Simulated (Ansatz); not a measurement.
Wanted: the native input for an Ansatz 0.2.0 run.

```
Task                                : band structure
Functional                          : revPBE
Potentials or basis                 : Ansatz PAW
Cutoff                              : 420 eV (not typed: the program's choice for these potentials)
k mesh                              : 7 × 7 × 7
Occupations                         : fermi-dirac, width 0.05 eV
Spin                                : no spin polarisation
Path                                : [["G", "X", "W", "K", "G", "L", "U", "W", "L", "K"], ["U", "X"]]
Points for each segment of the path : 14
```

Sn:

```xyz
2
Lattice="0.0000 3.2333 3.2333 3.2333 0.0000 3.2333 3.2333 3.2333 0.0000" Properties=species:S:1:pos:R:3 pbc="T T T"
Sn    4.8500    4.8500    4.8500
Sn    3.2333    3.2333    3.2333
```

This isn't the form of Sn at room conditions, which is tetragonal (white tin).

These files were run (other wordings do the same):

input.yaml

```yaml
crystal:
  lattice:
    - [0.0, 3.2333428, 3.2333428]
    - [3.2333428, 0.0, 3.2333428]
    - [3.2333428, 3.2333428, 0.0]
  atoms:
    - { symbol: Sn, position: [0.75, 0.75, 0.75] }
    - { symbol: Sn, position: [0.5, 0.5, 0.5] }
hamiltonian:
  xc: revpbe
  pseudopotentials: { kind: paw }
kpoints:
  mp_grid: { grid: [7, 7, 7] }
  band_path:
    path:
      - [[0.0, 0.0, 0.0], [0.5, 0.0, 0.5], [0.5, 0.25, 0.75], [0.375, 0.375, 0.75], [0.0, 0.0, 0.0], [0.5, 0.5, 0.5], [0.625, 0.25, 0.625], [0.5, 0.25, 0.75], [0.5, 0.5, 0.5], [0.375, 0.375, 0.75]]
      - [[0.625, 0.25, 0.625], [0.5, 0.0, 0.5]]
    npoints: 14
scf:
  occupations: { method: fermi_dirac, width: 0.05 }
  n_extra_bands: 6
output:
  forces: true
  stress: true
  eigenvalues: true
  fatbands: true
```

Potentials or basis: Ansatz PAW.

Command:

```console
$ ansatz run input.yaml --threads 2 --pin off --max-ram 5120MiB --backend cpu --events-out ev --progress --plain --runs-dir out
```

Results of the run:

| Quantity | Value |
| --- | --- |
| Pressure | 4.8 GPa |
| Band gap on the k mesh | none (metal or under the smearing width) |

Caveat: spin-orbit coupling is left out, which moves the levels of the heavy elements; the PAW data sets come from PBE, with cores solved anew for the run's functional, which leaves a small shift of forces and pressure.

Run time: 4.1 s on 2 threads of Intel(R) Xeon(R) Platinum 8259CL CPU @ 2.50GHz (Skylake/Cascade Lake), on a shared host, peak memory 0.41 GiB.
